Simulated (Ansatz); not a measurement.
# Dielectric response of NaH (110) films, part 5 of 5

Aim: the electronic and static ε of rocksalt NaH (110) from films of three thicknesses in a field.

Ansatz 0.2.0; plane-wave DFT, PBEsol, Ansatz PAW (the session's first sound run).

So far. Step 22 (Field on, atoms free, 24 atoms, units 12, field -0.05 …): The dipole is -0.0903 e·Å, and the gap on the mesh 2.783 eV. Step 23 (Response with the atoms relaxed, 24 atoms, units 12): The induced dipole is that of a conductor 19.41 Å thick.

**26. A changed input**

This step: plane-wave DFT, PBEsol, Ansatz PAW (Ansatz 0.2.0).

System of this step: NaH (110), 5 units. The cell holds 10 atoms: 5 Na and 5 H. Cell: a = 3.451 Å, b = 4.880 Å, c = 24.901 Å, α = 90.0°, β = 90.0°, γ = 90.0°. It derives from NaH (rocksalt NaH). Vacuum lies along c.

An input spoilt on purpose, to show how the run answers: it repeats the earlier run at 0.05 V/Å, 5 units with efield.amplitude from 0.05 to 1.5, and scf.max_iter set to 50.

input.yaml reads:

```yaml
crystal:
  lattice:
    - [3.45068109, 0.0, 0.0]
    - [0.0, 4.88, 0.0]
    - [0.0, 0.0, 24.9013621844]
  atoms:
    - { symbol: Na, position: [0.5, 0.5, 0.3705054811] }
    - { symbol: H, position: [0.5, 0.0, 0.3683880222] }
    - { symbol: Na, position: [0.0, 0.0, 0.4298784698] }
    - { symbol: H, position: [0.0, 0.5, 0.4311712637] }
    - { symbol: Na, position: [0.5, 0.5, 0.5000000001] }
    - { symbol: H, position: [0.5, 0.0, 0.5000000006] }
    - { symbol: Na, position: [0.0, 0.0, 0.5701215301] }
    - { symbol: H, position: [0.0, 0.5, 0.5688287361] }
    - { symbol: Na, position: [0.5, 0.5, 0.6294945188] }
    - { symbol: H, position: [0.5, 0.0, 0.6316119774] }
kpoints:
  mp_grid: { grid: [8, 6, 1] }
hamiltonian:
  xc: pbesol
scf:
  occupations: { method: fixed }
  convergence: { dr2_threshold: 1.0e-10 }
  max_iter: 50
efield:
  axis: 3
  dipole_correction: true
  ramp_position: 0.97
  ramp_width: 0.06
  amplitude: 1.5
output:
  write_potential: true
  write_density: true
  volumetric_format: npy
```

Run with:

```sh
ansatz run input.yaml --threads 4 --pin off --max-ram 6144MiB --backend cpu --events-out ev --progress --plain --runs-dir out
```

Numbers of over 12 decimals in the logs are rounded to 6 here.

What it wrote:

```text
[...]
Crystal: 10 atoms, lattice volume = 419.322 Å³
Basis set: ecut = 420 eV, 8169 PW (Γ)
Bands: 35, of which v1, the nominal top of the filled ones, is band 25 counted from 1 (24 counted from 0)
Symmetry: 4 space group operations
k-points: 20 of 48
[...]
SCF iter   1: F=—  HF=-7462.921261 eV  |F-HF|=—  |Δ(HF+E_count)|=         —  Δρ=3.35e-2  dr2=8.67e0  ethr=3.10e-3  p=1.711 e·Å  D=7.38e-1 V/Å  ΔV_dip=-18.38 eV  dr2_dipole=6.83e-1  V_vac-E_F(+/−)=18.05/7.37 eV  ⟨swp⟩=5.9  Hψ=2624  notcnv=0  defer=141
[...]
SCF iter  23: F=-7459.298117 eV  HF=-7459.298117 eV  |F-HF|=4.18e-11  |Δ(HF+E_count)|=  6.37e-11  Δρ=1.54e-8  dr2=1.69e-12  ethr=1.00e-12  p=1.237 e·Å  D=5.34e-1 V/Å  ΔV_dip=-13.29 eV  dr2_dipole=6.41e-13  V_vac-E_F(+/−)=14.65/-0.75 eV  ⟨swp⟩=20.0  Hψ=4509  notcnv=0
[...]
WARN: efield: at this solve's end the planar-averaged density reaches 1.35e-3 e/Å³ inside the ramp window [0.9298, 0.1794] (bound 1e-5 e/Å³); the window's nearer edge stands 4.71 Å from this solve's nearest atom along the axis. Its free energy, forces, stress, dipole, levels and responses can be off, and this figure does not tell by how much. The cell may have no vacuum along `efield.axis`. A short vacuum, a low `basis.ecutwfc` or `basis.ecutrho_ratio` and negative occupations (`scf.occupations.method`) can put density there. See the manual's quickstart, § The vacuum guard
SCF 1 converged in 23 iterations: F = -7459.298117 eV  dr2 = 1.69e-12
[...]
SCF converged after 23 iterations
[...]
Free energy (F): -7459.298117 eV
[...]
Internal energy: -7459.298117 eV  (E = F + TS)
E sigma→0 (E₀):  -7459.298117 eV
Fermi energy:    -2.367842 eV
Dipole field:    D = 0.533618 V/Å  (p = 1.236563 e·Å, saw-weighted, corrected)
Work function:   not extracted (applied field tilts the vacuum); planar V_es + V_field profile in the machine report
[...]
Vacuum region:   at the solve's end the planar-averaged density reaches 1.35e-3 e/Å³ inside the ramp window [0.9298, 0.1794] (bound 1e-5 e/Å³)
[...]
--- Band table (eV; the first three rows and the last of 20) ---
  k-point 0: bands = [... 21 lower, -5.8784, -4.5622, -3.8857, -3.0372, -2.9150, -0.7613, 0.9739, 1.3743, ... 6 higher]
  k-point 1: bands = [... 21 lower, -5.7415, -4.5466, -4.1181, -3.0813, -2.8815, -0.8248, 0.8614, 1.2716, ... 6 higher]
  k-point 2: bands = [... 21 lower, -5.3586, -4.9479, -4.4153, -3.3368, -2.4303, -0.9852, -0.1704, 0.6604, ... 6 higher]
  k-point 19: bands = [... 21 lower, -4.2605, -3.8004, -3.6666, -2.3678, 0.0572, 0.3666, 1.1246, 1.1524, ... 6 higher]
```

Elapsed: 8.3 s, on 4 threads of Intel Xeon Platinum 8488C (Sapphire Rapids), shared host; peak memory 0.85 GiB; 32 s of CPU time.

| quantity | this run | earlier run | difference |
| --- | --- | --- | --- |
| dipole along the normal (e·Å) | 1.237 | 0.03093 | 1.2 |

The applied field differs between the two, so the dipoles differ in any case.

In so strong a field the program warns of density in the ramp of the sawtooth; these numbers are not the system's.

**27. Varying the input**

This step: plane-wave DFT, PBEsol, Ansatz PAW, but for the change named below (Ansatz 0.2.0).

Another changed input: it repeats the earlier run at 0.05 V/Å, 5 units with hamiltonian.pseudopotentials to kind: nc, accuracy: standard and scf.initial_density.chi_scale to 0.3.

Changes to input.yaml since step 26:

```diff
@@ -20,2 +20,3 @@
   xc: pbesol
+  pseudopotentials: { kind: nc, accuracy: standard }
 scf:
@@ -23,3 +24,3 @@
   convergence: { dr2_threshold: 1.0e-10 }
-  max_iter: 50
+  initial_density: { chi_scale: 0.3 }
 efield:
@@ -29,3 +30,3 @@
   ramp_width: 0.06
-  amplitude: 1.5
+  amplitude: 0.05
 output:
```

What it wrote:

```text
[...]
Crystal: 10 atoms, lattice volume = 419.322 Å³
Basis set: ecut = 1197.300995 eV, 39465 PW (Γ)
Bands: 35, of which v1, the nominal top of the filled ones, is band 25 counted from 1 (24 counted from 0)
Symmetry: 4 space group operations
k-points: 20 of 48
[...]
SCF iter   1: F=—  HF=-6288.704167 eV  |F-HF|=—  |Δ(HF+E_count)|=         —  Δρ=2.25e-2  dr2=2.89e0  ethr=3.10e-3  p=-0.000 e·Å  D=-2.39e-10 V/Å  ΔV_dip=0.00 eV  dr2_dipole=1.06e-3  V_vac-E_F(+/−)=8.07/6.93 eV  ⟨swp⟩=5.3  Hψ=2507  notcnv=0  defer=144
[...]
SCF iter  11: F=-6287.727586 eV  HF=-6287.727586 eV  |F-HF|=8.55e-11  |Δ(HF+E_count)|=  7.05e-10  Δρ=8.48e-8  dr2=2.02e-11  ethr=1.00e-12  p=0.031 e·Å  D=1.34e-2 V/Å  ΔV_dip=-0.33 eV  dr2_dipole=3.61e-15  V_vac-E_F(+/−)=4.37/3.56 eV  ⟨swp⟩=15.3  Hψ=3702  notcnv=0
SCF 1 converged in 11 iterations: F = -6287.727586 eV  dr2 = 2.02e-11
[...]
SCF converged after 11 iterations
[...]
Free energy (F): -6287.727586 eV
[...]
Internal energy: -6287.727586 eV  (E = F + TS)
E sigma→0 (E₀):  -6287.727586 eV
Fermi energy:    -2.222447 eV
Dipole field:    D = 0.013357 V/Å  (p = 0.030952 e·Å, saw-weighted, corrected)
Work function:   not extracted (applied field tilts the vacuum); planar V_es + V_field profile in the machine report
[...]
--- Band table (eV; the first three rows and the last of 20) ---
  k-point 0: bands = [... 21 lower, -5.1402, -3.6075, -2.8049, -2.7415, 0.7613, 1.0285, 1.8212, 1.9599, ... 6 higher]
  k-point 1: bands = [... 21 lower, -5.0037, -3.5279, -3.1074, -2.8936, 0.6703, 0.9484, 1.8578, 2.2441, ... 6 higher]
  k-point 2: bands = [... 21 lower, -4.6267, -3.9049, -3.3253, -3.2496, 0.5595, 0.7113, 1.9518, 2.4331, ... 6 higher]
  k-point 19: bands = [... 21 lower, -3.2256, -3.1958, -2.5198, -2.2224, 1.0559, 1.3420, 1.9658, 2.4875, ... 6 higher]
```

The job ended after 24 s (4 threads; peak memory 2.6 GiB; 93 s of CPU time).

This step gave:

| Quantity | Value |
| --- | --- |
| gap on the k-mesh | 2.548 eV |
| dipole along the normal | 0.03095 e·Å |

| quantity | this run | earlier run | difference |
| --- | --- | --- | --- |
| dipole along the normal (e·Å) | 0.03095 | 0.03093 | 1.9e-5 |
| gap on the k-mesh (eV) | 2.548 | 2.544 | 0.0033 |

Nothing in the table moves by 0.01 in its unit (for the dipole 0.5 % and 5e-5 e·Å).

**28. Results**

```json
{"electronic ε from the thickness series": "3.22", "static ε from the thickness series": "9.19", "local electronic ε, middle of 12 units": "3.23"}
```

**Reading.** The films give an electronic ε of 3.22 and a static ε of 9.19. The slope of the series and the field inside the thickest film give 3.22 and 3.23, in agreement. Ions raise ε from 3.22 to 9.19. The static value rests on two thicknesses alone. The in-plane lattice constants are held at typed bulk values. Semilocal functionals tend to overestimate the electronic ε a little.

[Logs are printed without paths, hosts, clocks, repeated set-up lines and the standing remarks that a program may print on its own settings, such as how far it seeks lower states.]

[Hosts, paths, dates, database ids (printed as entryN), source tags and the programs' standing remarks are cut or masked in the printed files.]

[Maps of the electrostatic potential energy from Ansatz leave out the sawtooth potential of an applied field or a dipole correction, so their vacuum need not be flat; planar profiles and work functions include it.]
